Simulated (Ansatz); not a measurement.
Relativity in Bi

```yaml
crystal:
  lattice:
    - [4.53900, 0.00000, 0.00000]
    - [-2.26950, 3.93089, 0.00000]
    - [0.00000, 0.00000, 11.82900]
  atoms:
    - { symbol: Bi, position: [0.33333, 0.66667, 0.25000] }
    - { symbol: Bi, position: [0.66667, 0.33333, 0.75000] }
```

Atoms are numbered in the order listed.

The geometry is COD entry 9011614, unchecked; take it as a test cell.

One fixed cell is solved with PBE by PAW with the default files in Ansatz 0.2.0 under different relativistic treatments. Pressure is positive in compression.

Numerical set-up: a Γ-centred 9×9×3 k mesh, Fermi–Dirac smearing of 0.03 eV, cutoff 420 eV, no spin polarisation.

Q: One of the runs gave P (GPa) = -1.73, lowest level at Γ above −25 eV, from the valence-band top or, without a gap, the Fermi level (eV) = -24.02. Which setting was it?
A. scalar-relativistic
B. with spin–orbit coupling

A: B. The full set:
| setting | P (GPa) | lowest level at Γ above −25 eV, from the valence-band top or, without a gap, the Fermi level (eV) |
| --- | --- | --- |
| scalar-relativistic | -3.27 | -22.82 |
| with spin–orbit coupling | -1.73 | -24.02 |
